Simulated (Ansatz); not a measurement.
# Li (Lithium): the cost of one run

Method: DFT PBE+D3(BJ), scalar-relativistic, plane waves, PAW, in Ansatz 0.2.0.

2 further runs of the same task are left out: 2 set aside as unsound or not needed.

### Step 1. The system as given

The structure is trigonal, space group R-3m (No. 166). The conventional cell has a = 2.951 Å, b = 2.951 Å, c = 21.786 Å, α = 90.00°, β = 90.00°, γ = 120.00°. Around Li (site symmetry -3m) lie 12 Li at 2.95 to 2.96 Å. Li (site symmetry 3m) is surrounded by 12 Li at 2.95 to 2.96 Å.

As a file:

```xyz
3
Lattice="1.4756 0.8519 7.2619 -1.4756 0.8519 7.2619 0.0000 -1.7038 7.2619" Properties=species:S:1:pos:R:3 pbc="T T T"
Li    0.0000    0.0000    0.0000
Li    0.0000    0.0000    4.8414
Li    0.0000    0.0000   16.9444
```

It is the result of an earlier relaxation at this level (volume 18.26 Å³/atom; gap on the mesh: none (metal)).

### Step 2. Electronic structure at the relaxed geometry

input.yaml

```yaml
crystal:
  lattice:
    - [1.475575686, 0.8519240195, 7.2619292904]
    - [-1.475575686, 0.8519240195, 7.2619292904]
    - [0.0, -1.703848039, 7.2619292904]
  atoms:
    - { symbol: Li, position: [0.0, 0.0, 0.0] }
    - { symbol: Li, position: [0.2222279919, 0.2222279919, 0.2222279919] }
    - { symbol: Li, position: [0.7777720081, 0.7777720081, 0.7777720081] }
basis:
  ecutwfc: 420
kpoints:
  mp_grid: { grid: [18, 18, 18] }
  band_path:
    path:
      - [[0.0, 0.0, 0.0], [0.5, 0.5, 0.5], [0.82415833, 0.17584167, 0.5]]
      - [[0.5, -0.17584167, 0.17584167], [0.5, 0.0, 0.0], [0.0, 0.0, 0.0], [0.33792084, -0.33792084, 0.0]]
      - [[0.66207916, 0.0, 0.33792084], [0.5, 0.0, 0.5], [0.0, 0.0, 0.0]]
    npoints: 14
hamiltonian:
  xc: pbe
  dispersion: d3bj
scf:
  occupations: { method: gaussian, width: 0.1 }
  n_extra_bands: 7
output:
  forces: true
  stress: true
  eigenvalues: true
  populations: true
  dos: { projected: true, de: 0.02, nscf_kmesh: { grid: [27, 27, 27] } }
  bader: true
  write_density: true
  write_potential: true
  elf: true
  volumetric_format: npy
```

On the command line:

```bash
> ansatz run input.yaml --threads 1 --pin off --max-ram 2560MiB --backend cpu --events-out ev --progress --plain --runs-dir out
```

**Question.** How long does this run take on 1 thread of Arm Neoverse N1, shared host, and how much memory does it need?

About 6.5 min, with a peak of 0.99 GiB.
